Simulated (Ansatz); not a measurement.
TiO2 (Anatase):

```
Ti O
1.0
    -1.89210    1.89210    4.75730
     1.89210   -1.89210    4.75730
     1.89210    1.89210   -4.75730
Ti O
2 4
Direct
  0.75000 0.25000 0.50000
  0.00000 0.00000 0.00000
  0.79190 0.79190 0.00000
  0.54190 0.04190 0.50000
  0.95810 0.45810 0.50000
  0.20810 0.20810 0.00000
```

```yaml
Program: Ansatz 0.2.0
Task: relaxation of cell and atoms
Functional: PBE
Potentials_or_basis: JTH PAW
Cutoff: "1380 eV (not typed: the program's choice for these potentials)"
k_mesh: 10 × 10 × 10
Occupations: fermi-dirac, width 0.05 eV
Spin: no spin polarisation
```

At the start: volume 11.35 Å³/atom.

Q: Where does the relaxation end?

A: It ends after 5 steps and the volume is 11.69 Å³/atom (+2.9 %); space group I4_1/amd (No. 141, to 0.05 Å).

The path:
```tsv
step	energy change (eV)	largest force (eV/Å)	volume (Å³)
1	0.0000	0.1087	68.13
2	-0.0286	0.0341	69.41
3	-0.0328	0.0051	70.08
4	-0.0333	0.0073	70.13
5	-0.0339	0.0073	70.13
```

Final structure:
```
Ti O
1.0
    -1.89999    1.89999    4.85655
     1.89999   -1.89999    4.85655
     1.89999    1.89999   -4.85655
Ti O
2 4
Direct
  0.75000 0.25000 0.50000
  0.00000 0.00000 0.00000
  0.79361 0.79361 0.00000
  0.54361 0.04361 0.50000
  0.95639 0.45639 0.50000
  0.20639 0.20639 0.00000
```

Caveat: the plane-wave basis is chosen anew once the cell has moved, so the energies of steps on either side of that aren't comparable.
